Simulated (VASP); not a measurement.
# MnS (P6_3mc) in VASP: further runs

The runs below take MnS through single point, with PBE+U.

Everything below comes from runs of VASP 6.6.1. Logs are shortened: lines on timing, memory, paths and dates and some standing lists are left out, and cuts for length are marked.

## 1. Starting point

It takes space group P6_3mc (No. 186, hexagonal). Conventional cell: a = 3.976 Å, b = 3.976 Å, c = 6.432 Å, α = 90.00°, β = 90.00°, γ = 120.00°. Mn (site symmetry 3m) has 4 S at 2.41 to 2.48 Å as nearest neighbours. S (site symmetry 3m) has 4 Mn at 2.41 to 2.48 Å as nearest neighbours.

## 2. Single point, PBE+U, collinear spin, typed start

Input file INCAR:

```
ALGO = Normal ; EDIFF = 1E-7
ENCUT = 520 ; GGA = PE
ISIF = 2 ; ISMEAR = 0
ISPIN = 2 ; LASPH = T
LCHARG = T ; LDAU = T
LDAUJ = 0.9 0 ; LDAUL = 2 -1
LDAUPRINT = 1 ; LDAUTYPE = 1
LDAUU = 4 0 ; LELF = T
LMAXMIX = 4 ; LORBIT = 11
LREAL = F ; LVHAR = T
LWAVE = F ; MAGMOM = 5 -5 0 0
NBANDS = 31 ; NELM = 150
PREC = Accurate ; SIGMA = 0.05
```

Input file KPOINTS:

```
k-points
0
Gamma
  6 6 3
```

Input file POSCAR:

```
MnS
1.0
    3.9760016100      0.0000000000      0.0000000000
   -1.9880008000      3.4433184000      0.0000000000
    0.0000000000      0.0000000000      6.4320005000
Mn S
2 2
Direct
    0.3333333333      0.6666666667      0.0000000000
    0.6666666667      0.3333333333      0.5000000000
    0.3333333333      0.6666666667      0.3850000000
    0.6666666667      0.3333333333      0.8850000000
```

Potentials or basis: VASP PAW PBE potentials, release 64 (Mn_pv, S).

On the command line:

```sh
> cat potpaw_PBE.64/Mn_pv/POTCAR potpaw_PBE.64/S/POTCAR > POTCAR
> mpirun -np 1 vasp_std > vasp.out
```

OUTCAR:

```text
EDIFF = 1E-7
   ENCUT = 520
   GGA = PE
   ISIF = 2
   ISMEAR = 0
   ISPIN = 2
   LASPH = T
   LORBIT = 11
   LREAL = F
   NELM = 150
   PREC = Accurate

 ion  position               nearest neighbor table
   1  0.333  0.667  0.000-   4 2.41   4 2.41   4 2.41   3 2.48
   2  0.667  0.333  0.500-   3 2.41   3 2.41   3 2.41   4 2.48
   3  0.333  0.667  0.385-   2 2.41   2 2.41   2 2.41   1 2.48
   4  0.667  0.333  0.885-   1 2.41   1 2.41   1 2.41   2 2.48

  LATTYP: Found a hexagonal cell.
 ALAT       =     3.9760016100
 C/A-ratio  =     1.6177057081

  Lattice vectors:

 A1 = (   3.9760016100,   0.0000000000,   0.0000000000)
 A2 = (  -1.9880008000,   3.4433184000,   0.0000000000)
 A3 = (   0.0000000000,   0.0000000000,   6.4320005000)

Analysis of symmetry for initial positions (statically):
=====================================================================
 Subroutine PRICEL returns:
 Original cell was already a primitive cell.

 Routine SETGRP: Setting up the symmetry group for a
 hexagonal supercell.

 Subroutine GETGRP returns: Found 12 space group operations
 (whereof  6 operations were pure point group operations)
 out of a pool of 24 trial point group operations.

The static configuration has the point symmetry C_3v.
 The point group associated with its full space group is C_6v.

Analysis of symmetry for dynamics (positions and initial velocities):
=====================================================================
 Subroutine PRICEL returns:
 Original cell was already a primitive cell.

 Routine SETGRP: Setting up the symmetry group for a
 hexagonal supercell.

 Subroutine GETGRP returns: Found 12 space group operations
 (whereof  6 operations were pure point group operations)
 out of a pool of 24 trial point group operations.

The dynamic configuration has the point symmetry C_3v.
 The point group associated with its full space group is C_6v.

Analysis of structural, dynamic, and magnetic symmetry:
=====================================================================
 Subroutine PRICEL returns:
 Original cell was already a primitive cell.

 Routine SETGRP: Setting up the symmetry group for a
 hexagonal supercell.

 Subroutine GETGRP returns: Found 12 space group operations
 (whereof  6 operations were pure point group operations)
 out of a pool of 24 trial point group operations.

The overall configuration has the point symmetry C_3v.
 The point group associated with its full space group is C_6v.

 Subroutine INISYM returns: Found 12 space group operations
 (whereof  6 operations are pure point group operations),
 and found     1 'primitive' translations

----------------------------------------------------------------------------------------

                                     Primitive cell

  volume of cell :      88.0582

  direct lattice vectors                    reciprocal lattice vectors
     3.976001610  0.000000000  0.000000000     0.251508952  0.145208761  0.000000000
    -1.988000800  3.443318400  0.000000000     0.000000000  0.290417523  0.000000000
     0.000000000  0.000000000  6.432000500     0.000000000  0.000000000  0.155472625

  length of vectors
     3.976001610  3.976001608  6.432000500     0.290417523  0.290417523  0.155472625

  position of ions in fractional coordinates (direct lattice)
     0.333333333  0.666666667  0.000000000
     0.666666667  0.333333333  0.500000000
[... 140 lines left out ...]
  o =  0.0698  v =  0.0000  0.0000  0.0000  0.0000  0.0000  0.5781  0.3944  0.0000  0.3750  0.6080      0.0000  0.0000  0.0000  0.0000  0.0000  0.0000  0.0000  0.0000  0.0000  0.0000
  o =  0.0755  v =  0.0000  0.0000  0.0000  0.0000  0.0000 -0.0000  0.0000  1.0000 -0.0000  0.0000      0.0000  0.0000  0.0000  0.0000  0.0000  0.0000  0.0000  0.0000  0.0000  0.0000
  o =  0.9280  v = -0.3174 -0.6195 -0.0000  0.6515  0.3018  0.0000  0.0000  0.0000  0.0000  0.0000      0.0000  0.0000  0.0000  0.0000  0.0000  0.0000  0.0000  0.0000  0.0000  0.0000
  o =  0.9280  v = -0.3018  0.6515 -0.0000  0.6195 -0.3174  0.0000  0.0000  0.0000  0.0000  0.0000      0.0000  0.0000  0.0000  0.0000  0.0000  0.0000  0.0000  0.0000  0.0000  0.0000
  o =  0.9310  v = -0.0000  0.0000 -1.0000 -0.0000  0.0000  0.0000  0.0000  0.0000  0.0000  0.0000      0.0000  0.0000  0.0000  0.0000  0.0000  0.0000  0.0000  0.0000  0.0000  0.0000
  o =  0.9326  v =  0.6515 -0.3018 -0.0000  0.3174 -0.6195  0.0000  0.0000  0.0000  0.0000  0.0000      0.0000  0.0000  0.0000  0.0000  0.0000  0.0000  0.0000  0.0000  0.0000  0.0000
  o =  0.9326  v = -0.6195 -0.3174  0.0000 -0.3018 -0.6515  0.0000  0.0000  0.0000  0.0000  0.0000      0.0000  0.0000  0.0000  0.0000  0.0000  0.0000  0.0000  0.0000  0.0000  0.0000

atom =   2  type =  1  l = 2

 onsite density matrix

spin component  1

  0.0559  0.0000 -0.0000 -0.0215 -0.0000
  0.0000  0.0367 -0.0000  0.0000 -0.0215
 -0.0000 -0.0000  0.0755  0.0000  0.0000
 -0.0215  0.0000  0.0000  0.0367 -0.0000
 -0.0000 -0.0215  0.0000 -0.0000  0.0559

spin component  2

  0.9317  0.0000 -0.0000 -0.0018  0.0000
  0.0000  0.9288 -0.0000  0.0000 -0.0018
 -0.0000 -0.0000  0.9310  0.0000  0.0000
 -0.0018  0.0000  0.0000  0.9288 -0.0000
  0.0000 -0.0018  0.0000 -0.0000  0.9317

 occupancies and eigenvectors

  o =  0.0227  v =  0.3943 -0.5781  0.0000  0.6080 -0.3750  0.0000  0.0000  0.0000  0.0000  0.0000      0.0000  0.0000  0.0000  0.0000  0.0000  0.0000  0.0000  0.0000  0.0000  0.0000
  o =  0.0227  v =  0.3750  0.6080  0.0000  0.5781  0.3943  0.0000  0.0000  0.0000  0.0000  0.0000      0.0000  0.0000  0.0000  0.0000  0.0000  0.0000  0.0000  0.0000  0.0000  0.0000
  o =  0.0698  v =  0.6080  0.3750  0.0000 -0.3944 -0.5781  0.0000  0.0000  0.0000  0.0000  0.0000      0.0000  0.0000  0.0000  0.0000  0.0000  0.0000  0.0000  0.0000  0.0000  0.0000
  o =  0.0698  v =  0.5781 -0.3944  0.0000 -0.3750  0.6080  0.0000  0.0000  0.0000  0.0000  0.0000      0.0000  0.0000  0.0000  0.0000  0.0000  0.0000  0.0000  0.0000  0.0000  0.0000
  o =  0.0755  v = -0.0000 -0.0000  1.0000  0.0000  0.0000  0.0000  0.0000  0.0000  0.0000  0.0000      0.0000  0.0000  0.0000  0.0000  0.0000  0.0000  0.0000  0.0000  0.0000  0.0000
  o =  0.9280  v =  0.0000  0.0000  0.0000  0.0000  0.0000 -0.3174  0.6195 -0.0000 -0.6515  0.3018      0.0000  0.0000  0.0000  0.0000  0.0000  0.0000  0.0000  0.0000  0.0000  0.0000
  o =  0.9280  v =  0.0000  0.0000  0.0000  0.0000  0.0000 -0.3018 -0.6515 -0.0000 -0.6195 -0.3174      0.0000  0.0000  0.0000  0.0000  0.0000  0.0000  0.0000  0.0000  0.0000  0.0000
  o =  0.9310  v =  0.0000  0.0000  0.0000  0.0000  0.0000 -0.0000 -0.0000 -1.0000  0.0000  0.0000      0.0000  0.0000  0.0000  0.0000  0.0000  0.0000  0.0000  0.0000  0.0000  0.0000
  o =  0.9326  v =  0.0000  0.0000  0.0000  0.0000  0.0000  0.6515  0.3018 -0.0000 -0.3174 -0.6195      0.0000  0.0000  0.0000  0.0000  0.0000  0.0000  0.0000  0.0000  0.0000  0.0000
  o =  0.9326  v =  0.0000  0.0000  0.0000  0.0000  0.0000 -0.6195  0.3174  0.0000  0.3018 -0.6515      0.0000  0.0000  0.0000  0.0000  0.0000  0.0000  0.0000  0.0000  0.0000  0.0000

 number of electron      37.9999996 magnetization      -0.0000000

 Free energy of the ion-electron system (eV)
  ---------------------------------------------------
  ext. energy  EPLUGINS =         0.00000000
  ---------------------------------------------------
  free energy    TOTEN  =       -26.47639207 eV

  energy without entropy =      -26.47639207  energy(sigma->0) =      -26.47639207

 E-fermi :   4.0493     XC(G=0):  -9.2727

 val. band max:        3.7783818888   @ k =   0.0000   0.0000   0.0000
 cond. band min:       5.7937223462   @ k =   0.3333   0.3333   0.3333
 fundamental gap:      2.0153404574
 Fermi energy:         4.0492546594

 spin component 1

 k-point     1 :       0.0000    0.0000    0.0000
  band No.  band energies     occupation
      1     -46.3133      1.00000
      2     -46.3133      1.00000
      3     -46.3132      1.00000
      4     -41.5636      1.00000
      5     -41.5529      1.00000
      6     -41.5529      1.00000
[... 465 lines left out ...]
     30      11.9674      0.00000
     31      13.3233      0.00000
 Fermi energy:         4.0492546594

 spin component 2

 k-point     1 :       0.0000    0.0000    0.0000
  band No.  band energies     occupation
      1     -46.3133      1.00000
      2     -46.3133      1.00000
      3     -46.3132      1.00000
      4     -41.5636      1.00000
      5     -41.5529      1.00000
      6     -41.5529      1.00000
[... 465 lines left out ...]
     30      11.9674      0.00000
     31      13.3233      0.00000

------------------------ aborting loop because EDIFF is reached ----------------------------------------

  FORCE on cell =-STRESS in cart. coord.  units (eV):
  Direction    XX          YY          ZZ          XY          YZ          ZX
  --------------------------------------------------------------------------------------
  -------------------------------------------------------------------------------------
  Total        2.3653461      2.3653461      0.1555711      0.0000000     -0.0000000      0.0000000
  in kB       43.0363536     43.0363537      2.8305422      0.0000001     -0.0000000      0.0000000
  external PRESSURE =      29.6344165 kB  Pullay stress =       0.0000000 kB

 VOLUME and BASIS-vectors are now :
 -----------------------------------------------------------------------------
  energy-cutoff  :      520.00
  volume of cell :       88.06
      direct lattice vectors                 reciprocal lattice vectors
     3.976001610  0.000000000  0.000000000     0.251508952  0.145208761  0.000000000
    -1.988000800  3.443318400  0.000000000     0.000000000  0.290417523  0.000000000
     0.000000000  0.000000000  6.432000500     0.000000000  0.000000000  0.155472625

 POSITION                                       TOTAL-FORCE (eV/Angst)
 -----------------------------------------------------------------------------------
      0.00000      2.29555      0.00000         0.000000      0.000000      0.377354
      1.98800      1.14777      3.21600         0.000000     -0.000000      0.377354
      0.00000      2.29555      2.47632        -0.000000      0.000000     -0.377354
      1.98800      1.14777      5.69232         0.000000     -0.000000     -0.377354
 -----------------------------------------------------------------------------------
    total drift:                               -0.000001     -0.000000      0.000306

  FREE ENERGIE OF THE ION-ELECTRON SYSTEM (eV)
  ---------------------------------------------------
  free  energy   TOTEN  =       -26.4763920703 eV

  energy  without entropy=      -26.4763920703  energy(sigma->0) =      -26.47639207

 total charge

# of ion       s       p       d       tot
------------------------------------------
    1        0.261   6.210   4.894  11.366
    2        0.261   6.210   4.894  11.366
    3        1.312   2.479   0.000   3.790
    4        1.312   2.479   0.000   3.790
--------------------------------------------------
tot          3.146  17.378   9.788  30.313

 magnetization (x)

# of ion       s       p       d       tot
------------------------------------------
    1        0.038   0.050   4.382   4.470
    2       -0.038  -0.050  -4.382  -4.470
    3       -0.002  -0.010   0.000  -0.013
    4        0.002   0.010   0.000   0.013
--------------------------------------------------
tot          0.000   0.000   0.000   0.000
```

It took 72 s on 1 thread of AMD EPYC 7R13 (Zen 3), shared host; peak memory 0.22 GiB.

Results:

| Quantity | Value |
| --- | --- |
| Free energy | -26.4764 eV |
| Pressure | 3.0 GPa |
| Largest force | 0.377 eV/Å |
| Band gap on the k mesh | 2.02 eV, indirect (least direct gap 2.20 eV) |
| Net moment | 0.00 μB per cell |
| Site moments | Mn +4.47, -4.47; S -0.01, +0.01 μB |
| Valence electrons inside the program's atomic spheres | Mn 11.37; S 3.79 |

Forces on the atoms (eV/Å):
```
Mn   0.000  0.000  0.377
Mn   0.000  0.000  0.377
S    0.000  0.000 -0.377
S    0.000  0.000 -0.377
```

Eigenvalues of the final occupation matrices:
```
    site  spin  trace               eigenvalues
site 1 d     1   4.65  0.93 0.93 0.93 0.93 0.93
site 1 d     2   0.26  0.02 0.02 0.07 0.07 0.08
site 2 d     1   0.26  0.02 0.02 0.07 0.07 0.08
site 2 d     2   4.65  0.93 0.93 0.93 0.93 0.93
```

Caveat: an odd mesh through Γ misses points on the zone boundary, where band edges often lie.

## 3. Single point, PBE+U, collinear spin, typed start

Input file INCAR:

```
PREC = Accurate ; ENCUT = 520
EDIFF = 1E-7 ; ISMEAR = 0
SIGMA = 0.05 ; LREAL = F
LASPH = T ; NELM = 150
ALGO = Fast ; ISIF = 2
LWAVE = F ; LCHARG = T
ISPIN = 2 ; MAGMOM = 5 -5 0 0
LORBIT = 11 ; LMAXMIX = 4
LDAU = T ; LDAUTYPE = 1
LDAUL = 2 -1 ; LDAUU = 4 0
LDAUJ = 0.9 0 ; LDAUPRINT = 1
GGA = PE ; LELF = T
LVHAR = T ; NBANDS = 31
```

Input file KPOINTS:

```
regular mesh
0
Gamma
  6 6 3
```

POSCAR is that of step 2.

Potentials or basis: VASP PAW PBE potentials, release 64 (Mn_pv, S).

On the command line:

```sh
> cat potpaw_PBE.64/Mn_pv/POTCAR potpaw_PBE.64/S/POTCAR > POTCAR
> mpirun -np 1 vasp_std > vasp.out
```

OUTCAR:

```text
PREC = Accurate
   ENCUT = 520
   EDIFF = 1E-7
   ISMEAR = 0
   LREAL = F
   LASPH = T
   NELM = 150
   ISIF = 2
   ISPIN = 2
   LORBIT = 11
   GGA = PE

 ion  position               nearest neighbor table
   1  0.333  0.667  0.000-   4 2.41   4 2.41   4 2.41   3 2.48
   2  0.667  0.333  0.500-   3 2.41   3 2.41   3 2.41   4 2.48
   3  0.333  0.667  0.385-   2 2.41   2 2.41   2 2.41   1 2.48
   4  0.667  0.333  0.885-   1 2.41   1 2.41   1 2.41   2 2.48

  LATTYP: Found a hexagonal cell.
 ALAT       =     3.9760016100
 C/A-ratio  =     1.6177057081

  Lattice vectors:

 A1 = (   3.9760016100,   0.0000000000,   0.0000000000)
 A2 = (  -1.9880008000,   3.4433184000,   0.0000000000)
 A3 = (   0.0000000000,   0.0000000000,   6.4320005000)

Analysis of symmetry for initial positions (statically):
[... 1219 lines left out ...]
     30      11.9675      0.00000
     31      13.3252      0.00000

------------------------ aborting loop because EDIFF is reached ----------------------------------------

  FORCE on cell =-STRESS in cart. coord.  units (eV):
  Direction    XX          YY          ZZ          XY          YZ          ZX
  --------------------------------------------------------------------------------------
  -------------------------------------------------------------------------------------
  Total        2.3634650      2.3634650      0.1537241      0.0000000      0.0000000      0.0000000
  in kB       43.0021290     43.0021291      2.7969373      0.0000001      0.0000000      0.0000000
  external PRESSURE =      29.6003985 kB  Pullay stress =       0.0000000 kB

 VOLUME and BASIS-vectors are now :
 -----------------------------------------------------------------------------
  energy-cutoff  :      520.00
  volume of cell :       88.06
      direct lattice vectors                 reciprocal lattice vectors
     3.976001610  0.000000000  0.000000000     0.251508952  0.145208761  0.000000000
    -1.988000800  3.443318400  0.000000000     0.000000000  0.290417523  0.000000000
     0.000000000  0.000000000  6.432000500     0.000000000  0.000000000  0.155472625

 POSITION                                       TOTAL-FORCE (eV/Angst)
 -----------------------------------------------------------------------------------
      0.00000      2.29555      0.00000        -0.000000      0.000000      0.377361
      1.98800      1.14777      3.21600         0.000000     -0.000000      0.377361
      0.00000      2.29555      2.47632        -0.000000     -0.000000     -0.377361
      1.98800      1.14777      5.69232         0.000000      0.000000     -0.377361
 -----------------------------------------------------------------------------------
    total drift:                               -0.000001     -0.000000      0.000307

  FREE ENERGIE OF THE ION-ELECTRON SYSTEM (eV)
  ---------------------------------------------------
  free  energy   TOTEN  =       -26.4763921032 eV

  energy  without entropy=      -26.4763921032  energy(sigma->0) =      -26.47639210

 total charge

# of ion       s       p       d       tot
------------------------------------------
    1        0.261   6.210   4.894  11.366
    2        0.261   6.210   4.894  11.366
    3        1.312   2.479   0.000   3.790
    4        1.312   2.479   0.000   3.790
--------------------------------------------------
tot          3.146  17.378   9.788  30.313

 magnetization (x)

# of ion       s       p       d       tot
------------------------------------------
    1        0.038   0.050   4.382   4.470
    2       -0.038  -0.050  -4.382  -4.470
    3       -0.002  -0.010   0.000  -0.013
    4        0.002   0.010   0.000   0.013
--------------------------------------------------
tot          0.000   0.000  -0.000  -0.000
```

stdout:

```text
POSCAR found type information on POSCAR MnS
 POSCAR found :  2 types and       4 ions
 scaLAPACK will be used
 LDA part: xc-table for (Slater+PW92), standard interpolation
 POSCAR, INCAR and KPOINTS ok, starting setup
 FFT: planning ... GRIDC
 FFT: planning ... GRID_SOFT
 FFT: planning ... GRID
 WAVECAR not read
 entering main loop
```

Run time: 79 s. Hardware: 1 thread of AMD EPYC 7R13 (Zen 3), shared host; peak memory 0.22 GiB.

Results:

* Free energy: -26.4764 eV
* Pressure: 3.0 GPa
* Largest force: 0.377 eV/Å
* Band gap on the k mesh: 2.02 eV, indirect (least direct gap 2.20 eV)
* Net moment: 0.00 μB per cell
* Site moments: Mn +4.47, -4.47; S -0.01, +0.01 μB
* Valence electrons inside the program's atomic spheres: Mn 11.37; S 3.79

Forces in eV/Å, atoms in the order of the input:
```
Mn   0.000  0.000  0.377
Mn   0.000  0.000  0.377
S    0.000  0.000 -0.377
S    0.000  0.000 -0.377
```

Eigenvalues of the final occupation matrices:
```
    site  spin  trace               eigenvalues
site 1 d     1   4.65  0.93 0.93 0.93 0.93 0.93
site 1 d     2   0.26  0.02 0.02 0.07 0.07 0.08
site 2 d     1   0.26  0.02 0.02 0.07 0.07 0.08
site 2 d     2   4.65  0.93 0.93 0.93 0.93 0.93
```

Caveat: an odd mesh through Γ misses points on the zone boundary, where band edges often lie.
